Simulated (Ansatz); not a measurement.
**InP (rocksalt type): a single-point run**

Aim: a sound single-point run of InP (rocksalt type). The structure is shown as the input types it.

Computed with Ansatz 0.2.0 (DFT, LDA, PAW with Ansatz's default frozen-core files, scalar-relativistic, unless a step's input says otherwise).

### Step 1. The starting structure

The structure is cubic, space group Fm-3m (No. 225). Conventional cell: a = 5.028 Å, b = 5.028 Å, c = 5.028 Å, α = 90.00°, β = 90.00°, γ = 90.00°. Around In (site symmetry m-3m) lie 6 P at 2.51 Å. Around P (site symmetry m-3m) lie 6 In at 2.51 Å.

Structure file:

```
CELL_PARAMETERS angstrom
0.00000 2.51418 2.51418
2.51418 0.00000 2.51418
2.51418 2.51418 0.00000
ATOMIC_POSITIONS crystal
In 0.00000 0.00000 0.00000
P 0.50000 0.50000 0.50000
```

### Step 2. Running it

input.yaml reads:

```yaml
crystal:
  lattice:
    - [0.0, 2.5141847266, 2.5141847266]
    - [2.5141847266, 0.0, 2.5141847266]
    - [2.5141847266, 2.5141847266, 0.0]
  atoms:
    - { symbol: In, position: [0.0, 0.0, 0.0] }
    - { symbol: P, position: [0.5, 0.5, 0.5] }
kpoints:
  mp_grid: { grid: [14, 14, 14] }
scf:
  occupations: { method: fermi_dirac, width: 0.05 }
  max_iter: 3
hamiltonian:
  xc: lda
  pseudopotentials: { kind: paw }
output:
  forces: true
  stress: true
  eigenvalues: true
  populations: true
```

Command:

```bash
$ ansatz run input.yaml --threads 1 --pin off --max-ram 2048MiB --backend cpu --events-out ev --progress --plain --runs-dir out
```

**Question.** How will this run end, and is anything wrong with its input?

No self-consistency after 3 cycles. The density residual dr2 fell from 0.0292 to 4.4e-4 eV (threshold 1.0e-7) and was still falling. Its last energy is not a result.

The suspect setting: scf.max_iter is 3. The cap on SCF cycles is too low for this system: the loop was cut off before the input and output densities agreed.

Fix: delete scf.max_iter (the default then holds).
